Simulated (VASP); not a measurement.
SnSe: single point with LDA

SnSe:

```xyz
2
Lattice="3.5859 0.0000 0.0000 0.0000 3.5859 0.0000 0.0000 0.0000 3.5859" Properties=species:S:1:pos:R:3 pbc="T T T"
Sn    0.0000    0.0000    0.0000
Se    1.7929    1.7929    1.7929
```

Measurements of this composition are mostly on another form, of space group No. 62.

* Program: VASP 6.6.1
* Task: single point
* Functional: LDA
* Potentials or basis: VASP PAW LDA potentials, release 64 (Sn_d, Se)
* Cutoff: 520 eV
* k mesh: 6 × 6 × 6
* Occupations: gaussian, width 0.05 eV
* Spin: no spin polarisation
* Dipole correction: no
* Further INCAR settings: ALGO = Normal; EDIFF = 1e-06; NBANDS = 17

```
Pressure               : 0.1 GPa
Band gap on the k mesh : none (metal or under the smearing width)
```

Levels at points of the mesh, in eV from the Fermi level:
```csv
k point,band 7,band 8,band 9,band 10,band 11,band 12,band 13,band 14
"(0.00, 0.00, 0.00)",-5.65,-2.05,-2.05,-2.05,4.27,4.27,6.49,6.49
"(0.50, 0.00, 0.00)",-8.82,-0.62,-0.62,-0.08,0.65,3.14,3.14,6.25
"(0.50, 0.50, 0.00)",-6.26,-5.45,-5.45,-0.16,4.31,4.31,4.98,6.61
"(0.50, 0.50, 0.50)",-4.45,-3.26,-3.26,-3.26,-1.36,-1.36,-1.36,14.75
```

It took 8 s on 1 thread of Intel(R) Xeon(R) Platinum 8488C (Sapphire Rapids), with other jobs on the host, peak memory 0.14 GiB.
